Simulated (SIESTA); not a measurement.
# NaI in SIESTA: the effect of functional

Crystal: NaI.

```
I Na
1.0
     0.00000    3.23640    3.23640
     3.23640    0.00000    3.23640
     3.23640    3.23640    0.00000
I Na
1 1
Direct
  0.50000 0.50000 0.50000
  0.00000 0.00000 0.00000
```

Alike in all runs:

| Item | Value |
| --- | --- |
| Program | SIESTA 5.4.2 |
| Task | band structure |
| Basis | DZP (energy shift 0.003 Ry; two zetas on semicore shells) |
| Grid cutoff | 800 Ry |
| Energy shift | 0.003 Ry |
| k mesh | 7 × 7 × 7 |
| Occupations | fermi-dirac, width 0.05 eV |
| Spin | no spin polarisation |

```tsv
functional	potentials or basis	gap on the mesh (eV)	pressure (GPa)
AM05	PseudoDojo 0.4 standard (PBEsol files)	3.79	0.4
BLYP	PseudoDojo 0.4 standard (PBE files)	?	?
vdW-DF-cx	PseudoDojo 0.4 standard (PBE files)	3.85	0.1
```

Task: What does the run with functional BLYP give?

Result: gap on the mesh 3.87 eV; pressure 1.6 GPa.

Caveats: the potentials were made for another functional, which shifts forces and pressure; spin-orbit coupling is left out, which moves the levels of the heavy elements; the basis of atomic orbitals isn't converged, which shifts pressures, moduli and gaps.

